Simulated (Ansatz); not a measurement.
P: computed properties

Theory: Ansatz, DFT PBE, scalar-relativistic, plane waves, PAW.

Settings: cutoff 420 eV, Γ-centred mesh 12×12×8 on the computed 4-atom cell, Gaussian smearing of 0.01 eV; no spin polarisation.

The structure is relaxed at this level of theory with its symmetry kept.

Space group Cmce (No. 64). a = 3.309 Å, b = 11.286 Å, c = 4.564 Å, α = 90.00°, β = 90.00°, γ = 90.00°
```
atom site symmetry x y z
   P    8f m..  0.5000  0.5940  0.0865
```

```json
{
  "Space group": "Cmce (No. 64)",
  "Volume per atom": "21.31 Å³",
  "Formation energy from the elements' standard states (uncorrected)": "0.000 eV/atom",
  "Kohn–Sham band gap": "0.13 eV, direct at Y",
  "Löwdin character of the top 1 eV of the valence band": "P 3p 86 %, P 3s 11 %",
  "Löwdin character of the lowest 1 eV of the conduction band": "P 3p 73 %, P 3s 16 %, unprojected 11 %",
  "Electron masses at the edge by Cartesian direction of the standard setting (m_e; degenerate bands sorted by energy; no spin-orbit coupling)": "x: 1.3; y: 0.21; z: 0.052",
  "Hole masses at the edge by Cartesian direction of the standard setting (m_e; degenerate bands sorted by energy; no spin-orbit coupling)": "x: 2.1; y: 0.44; z: 0.050",
  "Bader charges (e)": "P (4 in the cell) 0.00"
}
```

Each cell of P holds layers, and where no dispersion correction was added their binding is poorly described.